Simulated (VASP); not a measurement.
# ZrSi2 (P1) in VASP: a series of runs

The runs below take ZrSi2 through single point, with PBE.

All numbers are computed with VASP 6.6.1; they aren't measurements. Logs are shortened: lines on timing, memory, paths and dates and some standing lists are left out, and cuts for length are marked.

## Step 1: The structure

The typed cell holds 6 atoms: a = 3.743 Å, b = 7.826 Å, c = 3.618 Å, α = 89.88°, β = 91.16°, γ = 75.03°.

The cell was built by a generator and needn't be a form met in nature.

## Step 2: Single point, PBE

File INCAR:

```
SYSTEM = ZrSi2
PREC = Accurate
ENCUT = 520
EDIFF = 1E-7
ISMEAR = 0
SIGMA = 0.1
LREAL = .FALSE.
LASPH = .TRUE.
NELM = 60
ALGO = Fast
ISIF = 2
LWAVE = .FALSE.
LCHARG = .FALSE.
GGA = PE
NBANDS = 29
```

File KPOINTS:

```
Automatic mesh
0
G
  4 2 4
  0 0 0
```

File POSCAR:

```
ZrSi2
1.0
    3.7423390000     -0.0376670000      0.0375710000
    1.9451360000     -7.5804360000     -0.0081140000
   -0.0370660000     -0.0135140000     -3.6175230000
Zr Si
2 4
Direct
    0.0869079122      0.8285638595      0.7471607644
    0.8591572306      0.2128650461      0.2913472034
    0.6773591637      0.5451228978      0.7083523543
    0.2528145547      0.4883983107      0.2550020088
    0.3604800982      0.2987494389      0.7529816797
    0.6216847514      0.7086586818      0.2255599374
```

Potentials or basis: VASP PAW PBE potentials, release 64 (Zr_sv, Si).

Run with:

```console
$ cat potpaw_PBE.64/Zr_sv/POTCAR potpaw_PBE.64/Si/POTCAR > POTCAR
$ mpirun -np 1 vasp_std > vasp.out
```

OUTCAR:

```text
SYSTEM = ZrSi2
   PREC = Accurate
   ENCUT = 520
   EDIFF = 1E-7
   ISMEAR = 0
   LREAL = .FALSE.
   LASPH = .TRUE.
   NELM = 60
   ISIF = 2
   GGA = PE

 ion  position               nearest neighbor table
   1  0.087  0.829  0.747-   6 2.60   3 2.70   6 2.76   6 2.80   6 2.86   3 3.01   4 3.14   4 3.15
                             2 3.33   2 3.52
   2  0.859  0.213  0.291-   5 2.49   5 2.63   4 2.70   5 2.70   4 2.91   5 2.93   3 2.94   3 3.27
                             1 3.33   1 3.52
   3  0.677  0.545  0.708-   6 2.14   6 2.25   4 2.38   5 2.52   4 2.67   4 2.68   1 2.70   5 2.78
                             4 2.84   2 2.94   1 3.01   2 3.27
   4  0.253  0.488  0.255-   5 2.29   5 2.32   3 2.38   6 2.47   6 2.54   3 2.67   3 2.68   2 2.70
                             3 2.84   2 2.91   1 3.14   1 3.15
   5  0.360  0.299  0.753-   4 2.29   4 2.32   2 2.49   3 2.52   2 2.63   2 2.70   3 2.78   2 2.93

   6  0.622  0.709  0.226-   3 2.14   3 2.25   4 2.47   4 2.54   1 2.60   1 2.76   1 2.80   1 2.86

  LATTYP: Found a triclinic cell.
 ALAT       =     7.7540563533
 B/A-ratio  =     1.0092811105
 C/A-ratio  =     0.4665607218
 COS(alpha) =     0.0021084744
 COS(beta)  =     0.0118997902
 COS(gamma) =     0.8846245617

  Lattice vectors:

 A1 = (   1.7972030000,   7.5427690000,   0.0456850000)
 A2 = (  -1.9451360000,   7.5804360000,   0.0081140000)
 A3 = (   0.0370660000,   0.0135140000,   3.6175230000)

Analysis of symmetry for initial positions (statically):
=====================================================================
 Subroutine PRICEL returns:
 Original cell was already a primitive cell.

 Routine SETGRP: Setting up the symmetry group for a
 triclinic supercell.

 Subroutine GETGRP returns: Found  1 space group operations
 (whereof  1 operations were pure point group operations)
 out of a pool of  2 trial point group operations.

The static configuration has the point symmetry C_1 .

Analysis of symmetry for dynamics (positions and initial velocities):
=====================================================================
 Subroutine PRICEL returns:
 Original cell was already a primitive cell.

 Routine SETGRP: Setting up the symmetry group for a
 triclinic supercell.

 Subroutine GETGRP returns: Found  1 space group operations
 (whereof  1 operations were pure point group operations)
 out of a pool of  2 trial point group operations.

The dynamic configuration has the point symmetry C_1 .

 Subroutine INISYM returns: Found  1 space group operations
 (whereof  1 operations are pure point group operations),
 and found     1 'primitive' translations

----------------------------------------------------------------------------------------

                                     Primitive cell

  volume of cell :     102.3469

  direct lattice vectors                    reciprocal lattice vectors
     3.742339000 -0.037667000  0.037571000     0.267934731  0.068755128 -0.003002172
     1.945136000 -7.580436000 -0.008114000    -0.001336327 -0.132261978  0.000507784
    -0.037066000 -0.013514000 -3.617523000     0.002785723  0.001010739 -0.276464563

  length of vectors
     3.742717138  7.826022607  3.617738129     0.276632068  0.132269703  0.276480445

  position of ions in fractional coordinates (direct lattice)
     0.086907912  0.828563860  0.747160764
     0.859157231  0.212865046  0.291347203
     0.677359164  0.545122898  0.708352354
     0.252814555  0.488398311  0.255002009
     0.360480098  0.298749439  0.752981680
     0.621684751  0.708658682  0.225559937

  ion indices of the primitive-cell ions
   primitive index   ion index
                 1           1
                 2           2
                 3           3
                 4           4
                 5           5
                 6           6

----------------------------------------------------------------------------------------

 KPOINTS: Automatic mesh

Automatic generation of k-mesh.
 Grid dimensions read from file:
 generate k-points for:    4    2    4

 Generating k-lattice:

  Cartesian coordinates                     Fractional coordinates (reciprocal lattice)
     0.066983683  0.017188782 -0.000750543     0.250000000 -0.000000000  0.000000000
    -0.000668164 -0.066130989  0.000253892    -0.000000000  0.500000000  0.000000000
     0.000696431  0.000252685 -0.069116141     0.000000000 -0.000000000  0.250000000

  Length of vectors
     0.069158017  0.066134852  0.069120111

  Shift w.r.t. Gamma in fractional coordinates (k-lattice)
     0.000000000  0.000000000  0.000000000

 Subroutine IBZKPT returns following result:
 ===========================================

 Found     20 irreducible k-points:

 Following reciprocal coordinates:
            Coordinates               Weight
  0.000000  0.000000  0.000000      1.000000
  0.250000  0.000000  0.000000      2.000000
  0.500000  0.000000  0.000000      1.000000
 -0.000000  0.500000  0.000000      1.000000
  0.250000  0.500000 -0.000000      2.000000
  0.500000  0.500000  0.000000      1.000000
[... 12 lines left out ...]
  0.250000  0.500000  0.500000      2.000000
  0.500000  0.500000  0.500000      1.000000
   k-points           NKPTS =     20   k-points in BZ     NKDIM =     20   number of bands    NBANDS=     29
   number of dos      NEDOS =    301   number of ions     NIONS =      6
   total plane-waves  NPLWV =  47040
   dimension x,y,z NGX =    28 NGY =   60 NGZ =   28
   dimension x,y,z NGXF=    56 NGYF=  120 NGZF=   56
   ions per type =               2   4
   NGX,Y,Z   is equivalent  to a cutoff of  12.44, 12.75, 12.87 a.u.
   NGXF,Y,Z  is equivalent  to a cutoff of  24.87, 25.49, 25.73 a.u.
 SYSTEM =  ZrSi2
   PREC   = accura    normal or accurate (medium, high low for compatibility)
   ISTART =      0    job   : 0-new  1-cont  2-samecut
   ICHARG =      2    charge: 1-file 2-atom 10-const
   ISPIN  =      1    spin polarized calculation?
   LNONCOLLINEAR =      F non collinear calculations
   LSORBIT =      F    spin-orbit coupling
   LASPH  =      T    aspherical Exc in radial PAW
   ENCUT  =  520.0 eV  38.22 Ry    6.18 a.u.   6.96 14.55  6.73*2*pi/ulx,y,z
   NELM   =     60;   NELMIN=  2; NELMDL= -5     # of ELM steps
   EDIFF  = 0.1E-06   stopping-criterion for ELM
   LREAL  =      F    real-space projection
   EDIFFG = 0.1E-05   stopping-criterion for IOM
   NSW    =      0    number of steps for IOM
   IBRION =     -1    ionic relax: 0-MD 1-quasi-New 2-CG
   NFREE  =      0    steps in history (QN), initial steepest desc. (CG)
   ISIF   =      2    stress and relaxation
   ISYM   =      2    0-nonsym 1-usesym 2-fastsym
   POTIM  = 0.5000    time-step for ionic-motion
   TEBEG  =    0.0;   TEEND  =   0.0 temperature during run
   PSTRESS=    0.0 pullay stress
   NELECT =      40.0000    total number of electrons
   NUPDOWN=      -1.0000    fix difference up-down
   EMIN   =  10.00;   EMAX   =-10.00  energy-range for DOS
   EFERMI =   0.00;   METHOD = LEGACY
   ISMEAR =     0;   SIGMA  =   0.10  broadening in eV -4-tet -1-fermi 0-gaus
   EFERMI_NEDOS =   21; number of points for ismear=-14 and -15
   IALGO  =     68    algorithm
   IMIX   =      4    mixing-type and parameters
     AMIX     =   0.40;   BMIX     =  1.00
     AMIX_MAG =   1.60;   BMIX_MAG =  1.00
  volume/ion in A,a.u.               =      17.06       115.11
  Fermi-wavevector in a.u.,A,eV,Ry     =   1.196933  2.261876 19.492374  1.432649
  Thomas-Fermi vector in A             =   2.332861
   LORBIT       =      0    0 simple, 1 ext, 2 COOP (PROOUT), +10 PAW based schemes
   GGA     = PE    functional components
   LHFCALC =     F    Hartree Fock is set to
   AEXX    =    0.0000 exact exchange contribution
   IVDW    =     0    specifies the selected vdW correction
   LEPSILON=     F    determine dielectric tensor
   LRPA    =     F    only Hartree local field effects (RPA)
 non-spin polarized calculation
 RMM-DIIS sequential band-by-band and
 Gauss-broadening in eV      SIGMA  =   0.10
  energy-cutoff  :      520.00
  volume of cell :      102.35
 maximum number of plane-waves:      2774
   NGX = 13   NGY = 29   NGZ = 13

 number of electron      40.0000000 magnetization

 Free energy of the ion-electron system (eV)
  ---------------------------------------------------
  ext. energy  EPLUGINS =         0.00000000
  ---------------------------------------------------
  free energy    TOTEN  =       -36.64321778 eV

  energy without entropy =      -36.61397785  energy(sigma->0) =      -36.62859782

 E-fermi :   9.7642     XC(G=0): -11.0247

 val. band max:        9.7629946339   @ k =   0.5000   0.5000   0.0000
 cond. band min:       9.7675449778   @ k =   0.2500  -0.0000   0.2500
 fundamental gap:      0.0045503439
 Fermi energy:         9.7642427705

 k-point     1 :       0.0000    0.0000    0.0000
  band No.  band energies     occupation
      1     -39.2283      2.00000
      2     -39.0081      2.00000
      3     -17.4317      2.00000
      4     -17.2463      2.00000
      5     -17.1888      2.00000
      6     -17.1617      2.00000
[... 21 lines left out ...]
     28      13.0157      0.00000
     29      13.4271      0.00000

 k-point     2 :       0.2500    0.0000    0.0000
  band No.  band energies     occupation
      1     -39.2246      2.00000
      2     -39.0041      2.00000
      3     -17.4207      2.00000
      4     -17.3189      2.00000
      5     -17.1883      2.00000
      6     -17.1748      2.00000
[... 21 lines left out ...]
     28      13.0440      0.00000
     29      13.3000      0.00000

 k-point     3 :       0.5000    0.0000    0.0000
  band No.  band energies     occupation
      1     -39.2209      2.00000
      2     -39.0001      2.00000
      3     -17.4177      2.00000
      4     -17.3825      2.00000
      5     -17.2422      2.00000
      6     -17.1736      2.00000
[... 510 lines left out ...]
      5     -17.2922      2.00000
      6     -17.2105      2.00000
[... 21 lines left out ...]
     28      13.4990      0.00000
     29      14.3174      0.00000

 k-point    20 :       0.5000    0.5000    0.5000
  band No.  band energies     occupation
      1     -39.2098      2.00000
      2     -38.9892      2.00000
      3     -17.3880      2.00000
      4     -17.3642      2.00000
      5     -17.3495      2.00000
      6     -17.2208      2.00000
[... 21 lines left out ...]
     28      13.3855      0.00000
     29      15.3001      0.00000

------------------------ aborting loop because EDIFF is reached ----------------------------------------

  FORCE on cell =-STRESS in cart. coord.  units (eV):
  Direction    XX          YY          ZZ          XY          YZ          ZX
  --------------------------------------------------------------------------------------
  -------------------------------------------------------------------------------------
  Total        8.1214237      3.0954346     14.0615700      0.1094406     -3.2986514     -0.1951083
  in kB      127.1358454     48.4571058    220.1251462      1.7132239    -51.6383389     -3.0542989
  external PRESSURE =     131.9060325 kB  Pullay stress =       0.0000000 kB

 VOLUME and BASIS-vectors are now :
 -----------------------------------------------------------------------------
  energy-cutoff  :      520.00
  volume of cell :      102.35
      direct lattice vectors                 reciprocal lattice vectors
     3.742339000 -0.037667000  0.037571000     0.267934731  0.068755128 -0.003002172
     1.945136000 -7.580436000 -0.008114000    -0.001336327 -0.132261978  0.000507784
    -0.037066000 -0.013514000 -3.617523000     0.002785723  0.001010739 -0.276464563

 POSITION                                       TOTAL-FORCE (eV/Angst)
 -----------------------------------------------------------------------------------
      1.90921     -6.29425     -2.70633        -0.733396      0.440682      0.489336
      3.61851     -1.64991     -1.02340         1.401286     -0.105378      0.575882
      3.56899     -4.16736     -2.54145         1.149218      2.649665     -1.556181
      1.88667     -3.71524     -0.91694        -1.349294     -1.434747      0.774596
      1.90224     -2.28840     -2.71281        -1.654107      2.339590     -1.250746
      3.69663     -5.39841     -0.79836         1.186293     -3.889811      0.967113
 -----------------------------------------------------------------------------------
    total drift:                                0.000030      0.000267     -0.000220

  FREE ENERGIE OF THE ION-ELECTRON SYSTEM (eV)
  ---------------------------------------------------
  free  energy   TOTEN  =       -36.6432177776 eV

  energy  without entropy=      -36.6139778533  energy(sigma->0) =      -36.62859782
```

Wall time 2.9 min (1 thread of Intel Xeon Platinum 8259CL at 2.50GHz (Skylake/Cascade Lake), shared host); peak memory 0.22 GiB.

Results:

* Free energy: -36.6432 eV
* Pressure: 13.2 GPa
* Largest force: 4.180 eV/Å
* Band gap on the k mesh: none (metal or under the smearing width)

Forces in eV/Å, atoms in the order of the input:
```
Zr  -0.733  0.441  0.489
Zr   1.401 -0.105  0.576
Si   1.149  2.650 -1.556
Si  -1.349 -1.435  0.775
Si  -1.654  2.340 -1.251
Si   1.186 -3.890  0.967
```

Stress tensor (GPa, compression positive):
```
12.71  0.17 -0.31
 0.17  4.85 -5.16
-0.31 -5.16 22.01
```

Levels at points of the mesh, in eV from the Fermi level:
| k point | band 17 | band 18 | band 19 | band 20 | band 21 | band 22 | band 23 | band 24 |
| --- | --- | --- | --- | --- | --- | --- | --- | --- |
| (0.00, 0.00, 0.00) | -1.89 | -1.66 | -1.41 | -0.79 | 0.60 | 1.16 | 1.47 | 1.74 |
| (0.50, 0.00, 0.00) | -2.23 | -1.57 | -0.65 | -0.34 | -0.08 | 0.26 | 0.89 | 1.50 |
| (0.00, 0.50, 0.00) | -2.08 | -1.79 | -1.38 | 0.15 | 0.97 | 1.09 | 1.53 | 1.71 |
| (0.50, 0.50, 0.00) | -2.50 | -0.88 | -0.34 | -0.21 | 0.00 | 0.25 | 0.80 | 1.23 |
| (0.00, 0.00, 0.50) | -1.92 | -1.71 | -0.87 | -0.54 | -0.25 | -0.16 | 1.19 | 1.46 |
| (0.50, 0.00, 0.50) | -0.91 | -0.74 | 0.03 | 0.45 | 0.52 | 0.81 | 1.31 | 1.59 |
| (0.00, 0.50, 0.50) | -1.78 | -1.56 | -1.16 | -0.83 | -0.60 | -0.37 | 0.35 | 0.82 |
| (0.50, 0.50, 0.50) | -1.19 | -0.91 | 0.24 | 0.44 | 0.71 | 0.95 | 1.44 | 1.82 |

Caveat: the k mesh is coarse (spacing up to 0.43 Å⁻¹), so the values aren't converged; forces of over 1 eV/Å show positions far from the minimum, so gaps and moduli don't describe the material at rest.

## Step 3: Single point, PBE

File INCAR:

```
SYSTEM = ZrSi2
  PREC = Accurate
  ENCUT = 520
  EDIFF = 1E-6
  ISMEAR = 0
  SIGMA = 0.1
  LREAL = .False.
  LASPH = .True.
  NELM = 60
  ALGO = Fast
  ISIF = 2
  LWAVE = .False.
  LCHARG = .True.
  GGA = PE
  LELF = .True.
  LVHAR = .True.
  NBANDS = 29
```

File KPOINTS:

```
Automatic mesh
0
Gamma
  4 2 4
  0 0 0
```

File POSCAR:

```
ZrSi2
1.0
    3.7423390000     -0.0376670000      0.0375710000
    1.9451360000     -7.5804360000     -0.0081140000
   -0.0370660000     -0.0135140000     -3.6175230000
Zr Si
2 4
Direct
    0.0750257137      0.8275511143      0.7532001984
    0.8722230569      0.2133146552      0.2799972405
    0.7117165195      0.5178984285      0.7031879752
    0.2295429376      0.5022917878      0.2623246797
    0.3432797635      0.2849640108      0.7783953733
    0.6239560818      0.7376043708      0.2152375347
```

Potentials or basis: VASP PAW PBE potentials, release 64 (Zr_sv, Si).

Run with:

```console
$ cat potpaw_PBE.64/Zr_sv/POTCAR potpaw_PBE.64/Si/POTCAR > POTCAR
$ mpirun -np 1 vasp_std > vasp.out
```

Wall time 2.1 min (1 thread of Intel Xeon Platinum 8259CL at 2.50GHz (Skylake/Cascade Lake), shared host); peak memory 0.22 GiB.

The run converged. Its results:

| Item | Value |
| --- | --- |
| Free energy | -38.1498 eV |
| Pressure | 7.3 GPa |
| Largest force | 2.084 eV/Å |
| Band gap on the k mesh | none (metal or under the smearing width) |

Forces in eV/Å, atoms in the order of the input:
```
Zr   0.198  0.767  0.896
Zr   0.093 -0.393  0.076
Si   0.215  0.223 -1.049
Si  -0.184 -0.814  0.563
Si  -0.389  2.047 -0.062
Si   0.067 -1.829 -0.424
```

Stress tensor (GPa, compression positive):
```
10.24 -3.00 -1.38
-3.00 -2.18 -3.39
-1.38 -3.39 13.88
```

Levels at points of the mesh, in eV from the Fermi level:
| k point | band 17 | band 18 | band 19 | band 20 | band 21 | band 22 | band 23 | band 24 |
| --- | --- | --- | --- | --- | --- | --- | --- | --- |
| (0.00, 0.00, 0.00) | -1.43 | -1.20 | -1.00 | -0.79 | 0.57 | 1.10 | 1.21 | 1.59 |
| (0.50, 0.00, 0.00) | -2.46 | -1.29 | -0.35 | -0.29 | -0.21 | 0.21 | 1.00 | 1.65 |
| (0.00, 0.50, 0.00) | -1.76 | -1.30 | -1.07 | 0.27 | 0.97 | 1.13 | 1.35 | 1.71 |
| (0.50, 0.50, 0.00) | -2.39 | -1.14 | -0.51 | -0.22 | -0.10 | 0.37 | 0.86 | 1.36 |
| (0.00, 0.00, 0.50) | -2.08 | -1.92 | -1.09 | -0.26 | -0.03 | 0.12 | 1.61 | 1.74 |
| (0.50, 0.00, 0.50) | -0.95 | -0.90 | 0.04 | 0.12 | 0.42 | 0.84 | 1.40 | 1.49 |
| (0.00, 0.50, 0.50) | -2.11 | -1.93 | -1.35 | -0.59 | -0.41 | -0.11 | 0.65 | 0.90 |
| (0.50, 0.50, 0.50) | -1.05 | -0.97 | -0.14 | 0.12 | 0.70 | 0.99 | 1.29 | 1.58 |

Caveat: the k mesh is coarse (spacing up to 0.43 Å⁻¹), so the values aren't converged; forces of over 1 eV/Å show positions far from the minimum, so gaps and moduli don't describe the material at rest.
